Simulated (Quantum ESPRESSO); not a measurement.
**PtS2: equation of state with PBEsol+D3+U**

Crystal: PtS2.

```xyz
3
Lattice="3.5432 0.0000 0.0000 -1.7716 3.0685 0.0000 0.0000 0.0000 5.0388" Properties=species:S:1:pos:R:3 pbc="T T T"
Pt    0.0000    0.0000    0.0000
S     1.7716    1.0228    3.8950
S     0.0000    2.0457    1.1438
```

| Property | Result |
| --- | --- |
| Program | Quantum ESPRESSO 7.5 |
| Task | equation of state |
| Functional | PBEsol |
| Dispersion | D3 |
| Potentials or basis | PseudoDojo 0.4.1 SR PBEsol standard |
| Cutoff | 1714 eV |
| Density cutoff | 6857 eV |
| k mesh | 6 × 6 × 4 |
| Occupations | fixed |
| Spin | no spin polarisation |
| Hubbard terms | Pt d U = 8 eV |
| Start of the occupations | default |
| Hubbard projectors | ortho-atomic |
| Mixing beta | 0.1 |
| Most SCF iterations | 120 |
| SCF threshold | 6e-10 Ry |

| Property | Result |
| --- | --- |
| Equilibrium volume | 18.98 Å³/atom |
| Bulk modulus at fixed shape and positions | 137 GPa |
| Pressure derivative of the bulk modulus | 4.7 |

Energy against volume, from the lowest point:
```
volume (Å³/atom)  energy (meV/atom)
          17.165              89.81
          17.531              55.06
          17.896              29.63
          18.261              12.54
          18.626               2.92
          18.992               0.00
          19.357               3.08
```

All runs of the series together: 15 min on 1 thread of INTEL(R) XEON(R) PLATINUM 8581C CPU @ 2.30GHz (Emerald Rapids) (shared host).

Caveat: the cell was scaled at fixed shape and fractional positions, which overstates the stiffness of a crystal with free parameters, most of all of layers and chains. Spin-orbit coupling is left out, which matters for the levels of Pt.
